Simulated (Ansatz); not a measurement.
A run of Ansatz 0.2.0 is set up as follows.

File input.yaml:

```yaml
crystal:
  lattice:
    - [2.8549554371, 0.0, 0.0]
    - [-1.4274777185, 2.4724639352, 0.0]
    - [0.0, 0.0, 10.2217427273]
  atoms:
    - { symbol: Mn, position: [0.0, 0.0, 0.5], spin: 4.0 }
    - { symbol: Mn, position: [0.0, 0.0, 0.0], spin: 4.0 }
    - { symbol: O, position: [0.6666666667, 0.3333333333, 0.40685645] }
    - { symbol: O, position: [0.6666666667, 0.3333333333, 0.09314355] }
    - { symbol: O, position: [0.3333333333, 0.6666666667, 0.59314355] }
    - { symbol: O, position: [0.3333333333, 0.6666666667, 0.90685645] }
hamiltonian:
  xc: r2scan
  pseudopotentials: { kind: paw }
magnetization:
  spin_polarized: true
kpoints:
  mp_grid: { grid: [11, 11, 3] }
  band_path:
    path:
      - [[0.0, 0.0, 0.0], [0.5, 0.0, 0.0], [0.3333333333, 0.3333333333, 0.0], [0.0, 0.0, 0.0], [0.0, 0.0, 0.5], [0.5, 0.0, 0.5], [0.3333333333, 0.3333333333, 0.5], [0.0, 0.0, 0.5]]
      - [[0.5, 0.0, 0.5], [0.5, 0.0, 0.0]]
      - [[0.3333333333, 0.3333333333, 0.0], [0.3333333333, 0.3333333333, 0.5]]
    npoints: 14
scf:
  occupations: { method: fermi_dirac, width: 0.05 }
  n_extra_bands: 15
output:
  forces: true
  stress: true
  eigenvalues: true
  fatbands: true
```

Potentials or basis: Ansatz PAW.

Launch:

```console
$ ansatz run input.yaml --threads 2 --pin off --max-ram 5632MiB --backend cpu --events-out ev --progress --plain --runs-dir out
```

**Question.** Estimate the pressure.

**Answer.** -1.0 GPa.

**Question.** What does it give for the largest force?

**Answer.** 0.116 eV/Å.

**Question.** Predict the band gap on the k mesh.

**Answer.** 2.02 eV, indirect (least direct gap 2.09 eV).

Stress tensor (GPa, compression positive):
```
-1.15  0.00  0.00
 0.00 -1.15  0.00
 0.00  0.00 -0.74
```

Caveat: the magnetic or orbital state may not be the lowest; only a ferromagnetic start was run, and an antiferromagnetic order may lie lower in energy; the PAW data sets come from PBE, with cores solved anew for the run's functional, which leaves a small shift of forces and pressure. r2SCAN opens gaps a little over a GGA but as a rule still falls short of measured ones.
